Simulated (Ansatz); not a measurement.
# Al (fcc): from the first guess to the electronic structure, part 2 of 2

Task: find the zero-pressure cell of Al (fcc) and describe its electrons.

Ansatz 0.2.0; DFT HSE06, scalar-relativistic, plane waves, PAW (the target; the first runs use scalar-relativistic PBE).

### Step 5. Next volume: 16.365 Å³/atom

File input.yaml:

```yaml
crystal:
  lattice:
    - [0.0, 2.0151080974, 2.0151080974]
    - [2.0151080974, 0.0, 2.0151080974]
    - [2.0151080974, 2.0151080974, 0.0]
  atoms:
    - { symbol: Al, position: [0.0, 0.0, 0.0] }
basis:
  ecutwfc: 420
  ecutrho_ratio: 4
kpoints:
  mp_grid: { grid: [10, 10, 10] }
hamiltonian:
  xc: hse06
scf:
  occupations: { method: gaussian, width: 0.05 }
output:
  forces: true
  stress: true
  eigenvalues: true
```

The program printed, cut to the lines that bear on the results:

```text
Warning: output.stress: scf.convergence.dr2_threshold = 1e-7 eV (the SCF's general default) is looser than the 1e-10 eV advised for a printed stress (1e-10 eV for each atom of the cell: 1). What an SCF threshold leaves in a stress goes as its square root, and in the free energy as the [...]
Warning: output.stress: scf.exx.energy_threshold = 1e-6 eV is looser than the 1e-8 eV advised for a stress under a hybrid functional (1e-8 eV for each atom of the cell: 1). Every SCF of the exchange loop can meet its threshold on dr2 while the loop round them stops early: no threshold on [...]
Warning: RAYON_NUM_THREADS=4 ignored (pool sized by the plan → 4); use --threads N
[...]
Pseudopotentials: kind: paw
Pseudopotential: Al, paw, valence charge 3, recommended cutoff 420 eV (normal), Al.paw.azcp
Functional definition: HSE06
[...]
Crystal: 1 atoms, lattice volume = 16.365 Å³
Basis set: ecut = 420 eV, 331 PW (Γ), exchange–correlation on 40×40×40 points (8 copies of the dense FFT grid, shifted against one another)
Bands: 6, of which v1, the nominal top of the filled ones, is band 2 counted from 1 (1 counted from 0)
Symmetry: 48 space group operations
[...]
hybrid outer 1: dexx = +3.919e-4 eV, tail = 6.23e-7 eV
[...]
Frozen-core exchange: fock
[...]
SCF iter   2: F=-537.827658 eV  HF=-537.827658 eV  |F-HF|=7.01e-11  |Δ(HF+E_count)|=   2.17e-9  Δρ=2.96e-6  dr2=1.43e-9  ethr=1.48e-10  ⟨swp⟩=3.8  Hψ=476  notcnv=0
[...]
hybrid outer 2: dexx = +3.027e-9 eV, tail = 2.90e-9 eV, Δε = 5.50e-4 eV (about 7.04e-5 eV left of the loop's levels)
hybrid SCF converged: 2 outer / 8 inner (+4 warm-up), last move |dexx| = 3.03e-9 eV, tail = 2.90e-9 eV
Stability not checked: this state was not tested for a lower state beside it, because the functional holds exact exchange (a hybrid, or Hartree-Fock), whose exchange loop this test does not read (fock_operator; see scf.lower_state_search)
Free energy (F): -537.827658 eV
Frozen-core exchange: fock
[...]
E sigma→0 (E₀):  -537.826938 eV
Entropy (-TS):   -0.001440 eV (-1.440 meV/atom)
Fermi energy:    8.176865 eV
[...]
--- Forces (eV/Å), atoms counted from 1 ---
  atom   1  Al     0.00000000     0.00000000     0.00000000
[...]
--- Stress (GPa, compression-positive) ---
       -0.887990       0.000000       0.000000
       -0.000000      -0.887990      -0.000000
        0.000000       0.000000      -0.887990
  P = ⅓ Tr σ = -0.8880 GPa (-8.880 kbar)
--- Band table (eV; the first three rows and the last of 47) ---
  k-point 0: bands = ["-4.6941", "21.5656", "21.5656", "21.5656", "23.3922", "23.3922"]
[...]
```

Run time: 5.7 s. Hardware: 4 threads of an Arm CPU, shared host; peak memory 0.86 GiB.

In short: volume 16.365 Å³/atom, pressure -0.89 GPa, metallic.

### Step 6. Stepping to 16.158 Å³/atom

input.yaml, as its differences from that of step 5:

```diff
@@ -2,5 +2,5 @@
   lattice:
-    - [0.0, 2.0151080974, 2.0151080974]
-    - [2.0151080974, 0.0, 2.0151080974]
-    - [2.0151080974, 2.0151080974, 0.0]
+    - [0.0, 2.0065632807, 2.0065632807]
+    - [2.0065632807, 0.0, 2.0065632807]
+    - [2.0065632807, 2.0065632807, 0.0]
   atoms:
```

The program printed, cut to the lines that bear on the results:

```text
Warning: output.stress: scf.convergence.dr2_threshold = 1e-7 eV (the SCF's general default) is looser than the 1e-10 eV advised for a printed stress (1e-10 eV for each atom of the cell: 1). What an SCF threshold leaves in a stress goes as its square root, and in the free energy as the [...]
Warning: output.stress: scf.exx.energy_threshold = 1e-6 eV is looser than the 1e-8 eV advised for a stress under a hybrid functional (1e-8 eV for each atom of the cell: 1). Every SCF of the exchange loop can meet its threshold on dr2 while the loop round them stops early: no threshold on [...]
Warning: RAYON_NUM_THREADS=4 ignored (pool sized by the plan → 4); use --threads N
[...]
Pseudopotentials: kind: paw
Pseudopotential: Al, paw, valence charge 3, recommended cutoff 420 eV (normal), Al.paw.azcp
Functional definition: HSE06
[...]
Crystal: 1 atoms, lattice volume = 16.158 Å³
Basis set: ecut = 420 eV, 331 PW (Γ), exchange–correlation on 40×40×40 points (8 copies of the dense FFT grid, shifted against one another)
Bands: 6, of which v1, the nominal top of the filled ones, is band 2 counted from 1 (1 counted from 0)
Symmetry: 48 space group operations
[...]
hybrid outer 1: dexx = +4.128e-4 eV, tail = 5.00e-7 eV
[...]
Frozen-core exchange: fock
[...]
SCF iter   2: F=-537.828234 eV  HF=-537.828234 eV  |F-HF|=3.26e-11  |Δ(HF+E_count)|=   4.12e-9  Δρ=2.19e-6  dr2=6.38e-10  ethr=4.32e-11  ⟨swp⟩=4.1  Hψ=590  notcnv=0
[...]
hybrid outer 2: dexx = +1.680e-9 eV, tail = 1.37e-9 eV, Δε = 5.54e-4 eV (about 4.97e-5 eV left of the loop's levels)
hybrid SCF converged: 2 outer / 8 inner (+4 warm-up), last move |dexx| = 1.68e-9 eV, tail = 1.37e-9 eV
Stability not checked: this state was not tested for a lower state beside it, because the functional holds exact exchange (a hybrid, or Hartree-Fock), whose exchange loop this test does not read (fock_operator; see scf.lower_state_search)
Free energy (F): -537.828234 eV
Frozen-core exchange: fock
[...]
E sigma→0 (E₀):  -537.827668 eV
Entropy (-TS):   -0.001131 eV (-1.131 meV/atom)
Fermi energy:    8.302312 eV
[...]
--- Forces (eV/Å), atoms counted from 1 ---
  atom   1  Al     0.00000000     0.00000000     0.00000000
[...]
--- Stress (GPa, compression-positive) ---
        0.013893      -0.000000      -0.000000
       -0.000000       0.013893      -0.000000
       -0.000000      -0.000000       0.013893
  P = ⅓ Tr σ = 0.0139 GPa (0.139 kbar)
--- Band table (eV; the first three rows and the last of 47) ---
  k-point 0: bands = ["-4.6568", "21.7744", "21.7744", "21.7744", "23.7011", "23.7011"]
[...]
```

Run time: 5.6 s. Hardware: 4 threads of an Arm CPU, shared host; peak memory 0.86 GiB.

This gives: volume 16.158 Å³/atom, pressure 0.01 GPa, metallic.

### Step 7. The volume search in one table

```
step  level      mesh  relaxed  volume (Å³/atom)  pressure (GPa)
   2    PBE     8×8×8  nothing            16.608           -0.43
   3    PBE     8×8×8  nothing            16.541           -0.11
   4  HSE06  10×10×10  nothing            16.541           -1.59
   5  HSE06  10×10×10  nothing            16.365           -0.89
   6  HSE06  10×10×10  nothing            16.158            0.01
```

How the cell compares, before and after:

| cell as typed | before | after | change |
| --- | --- | --- | --- |
| a (Å) | 2.864 | 2.838 | -0.9 % |
| b (Å) | 2.864 | 2.838 | -0.9 % |
| c (Å) | 2.864 | 2.838 | -0.9 % |
| volume (Å³/atom) | 16.608 | 16.158 | -2.7 % |
| shortest distance (Å) | 2.864 | 2.838 | -0.9 % |
| space group | Fm-3m | Fm-3m | same |

### Step 8. Bands and density of states at the final cell

input.yaml, as its differences from that of step 6:

```diff
@@ -12,2 +12,7 @@
   mp_grid: { grid: [10, 10, 10] }
+  band_path:
+    path:
+      - [[0.0, 0.0, 0.0], [0.5, 0.0, 0.5], [0.625, 0.25, 0.625]]
+      - [[0.375, 0.375, 0.75], [0.0, 0.0, 0.0], [0.5, 0.5, 0.5], [0.5, 0.25, 0.75], [0.5, 0.0, 0.5]]
+    npoints: 4
 hamiltonian:
@@ -16,2 +21,3 @@
   occupations: { method: gaussian, width: 0.05 }
+  n_extra_bands: 7
 output:
@@ -20 +26,4 @@
   eigenvalues: true
+  populations: true
+  dos: { projected: true, de: 0.02 }
+  bader: false
```

The program printed, cut to the lines that bear on the results:

```text
Warning: output.stress: scf.convergence.dr2_threshold = 1e-7 eV (the SCF's general default) is looser than the 1e-10 eV advised for a printed stress (1e-10 eV for each atom of the cell: 1). What an SCF threshold leaves in a stress goes as its square root, and in the free energy as the [...]
Warning: output.stress: scf.exx.energy_threshold = 1e-6 eV is looser than the 1e-8 eV advised for a stress under a hybrid functional (1e-8 eV for each atom of the cell: 1). Every SCF of the exchange loop can meet its threshold on dr2 while the loop round them stops early: no threshold on [...]
Warning: RAYON_NUM_THREADS=4 ignored (pool sized by the plan → 4); use --threads N
scf.n_extra_bands = 7 over 2 filled bands (N_el = 3.0): the run solves 9 bands
[...]
Pseudopotentials: kind: paw
Pseudopotential: Al, paw, valence charge 3, recommended cutoff 420 eV (normal), Al.paw.azcp
Functional definition: HSE06
[...]
Crystal: 1 atoms, lattice volume = 16.158 Å³
Basis set: ecut = 420 eV, 331 PW (Γ), exchange–correlation on 40×40×40 points (8 copies of the dense FFT grid, shifted against one another)
Bands: 9, of which v1, the nominal top of the filled ones, is band 2 counted from 1 (1 counted from 0)
[...]
hybrid outer 2: dexx = +1.727e-9 eV, tail = 1.49e-9 eV, Δε = 5.53e-4 eV (about 5.16e-5 eV left of the loop's levels)
NSCF: frozen V_eff on 26 k-points
hybrid SCF converged: 2 outer / 8 inner (+4 warm-up), last move |dexx| = 1.73e-9 eV, tail = 1.49e-9 eV
Stability not checked: this state was not tested for a lower state beside it, because the functional holds exact exchange (a hybrid, or Hartree-Fock), whose exchange loop this test does not read (fock_operator; see scf.lower_state_search)
Free energy (F): -537.828234 eV
Frozen-core exchange: fock
[...]
E sigma→0 (E₀):  -537.827668 eV
Entropy (-TS):   -0.001131 eV (-1.131 meV/atom)
Fermi energy:    8.302314 eV
[...]
--- Forces (eV/Å), atoms counted from 1 ---
  atom   1  Al    -0.00000000    -0.00000000     0.00000000
[...]
--- Stress (GPa, compression-positive) ---
        0.013896      -0.000000      -0.000000
       -0.000000       0.013896       0.000000
        0.000000      -0.000000       0.013896
  P = ⅓ Tr σ = 0.0139 GPa (0.139 kbar)
--- Band table (eV; the first three rows and the last of 47) ---
  k-point 0: bands = ["-4.6568", "21.7744", "21.7744", "21.7744", "23.7011", "23.7011", "23.7011", "25.7833", "28.7378"]
[...]
--- Löwdin populations: 1 site ---
  site symbol       q [e]
     0     Al      2.9514
  spilling = 0.016202 (of n_electrons = 3.000000)
```

It took 35 s on 4 threads of an Arm CPU, shared host; peak memory 0.85 GiB.

This gives: volume 16.158 Å³/atom, pressure 0.01 GPa, metallic.

Levels next to the Fermi level at the named points, in eV from the Fermi level:

```
point             filled           empty
    Γ             -12.96                
    X        -3.60 -1.87  5.61 6.22 6.22
    U  -2.39 -1.73 -0.43                
    K  -2.39 -1.73 -0.43                
    L        -5.50 -5.14                
    W        -1.17 -1.17       0.04 1.40
```

Empty levels over 7.0 eV, where the set of bands solved is no longer complete, are left out.

Where fewer filled levels are listed, no further ones lie within 9 eV under the Fermi level in the band file.

Bands that cross the Fermi level on the path (counted from 0), with the number of crossings: 1: 3, 2: 2.

The density of states, summed over windows 1 eV wide (Fermi level at zero):

| from | to | total | Al 3p | Al 3s |
| --- | --- | --- | --- | --- |
| -7 | -6 | 0.26 | 0.19 | 0.07 |
| -6 | -5 | 0.29 | 0.21 | 0.07 |
| -5 | -4 | 0.27 | 0.21 | 0.06 |
| -4 | -3 | 0.33 | 0.24 | 0.09 |
| -3 | -2 | 0.28 | 0.19 | 0.08 |
| -2 | -1 | 0.33 | 0.23 | 0.09 |
| -1 | 0 | 0.35 | 0.24 | 0.09 |
| 0 | 1 | 0.36 | 0.23 | 0.10 |
| 1 | 2 | 0.37 | 0.22 | 0.11 |
| 2 | 3 | 0.40 | 0.24 | 0.11 |
| 3 | 4 | 0.40 | 0.24 | 0.11 |
| 4 | 5 | 0.47 | 0.27 | 0.12 |
| 5 | 6 | 0.49 | 0.30 | 0.11 |

Below -7 eV the file holds 0.6 more states, down to its end at -10 eV.

### Step 9. Summary of results

What follows sums up all 2 parts. Changes of volume or cell count from the first structure of part 1.

```
                 quantity                                                                      value
              space group                                                            Fm-3m (No. 225)
        conventional cell  a = 4.013 Å, b = 4.013 Å, c = 4.013 Å, α = 90.00°, β = 90.00°, γ = 90.00°
                   volume                                                             16.158 Å³/atom
                 pressure                                                                   0.01 GPa
                      gap                                                               none (metal)
states at the Fermi level                                                  about 0.3 per eV per cell
```

What this shows: Over the 5 runs shown the cell moved from 16.61 to 16.16 Å³/atom, a change of -2.7 %, where the pressure is zero within 0.01 GPa. There is no gap at this level of theory; the largest share of the states at the Fermi level is Al 3p (76 % of the projected weight, then Al 3s with 24 %). Against the measured lattice constant a of Al, 4.0495 Å (quoted in “The interpretation of polycrystalline coherent inelastic neutron scattering from aluminium”, 2013, pmc:3831299), the calculated 4.013 Å is off by -0.9 %. The calculation is for 0 K without zero-point motion. The program warned that the SCF threshold is loose for the stress of this hybrid run. For a metal under a hybrid functional this mesh is coarse.
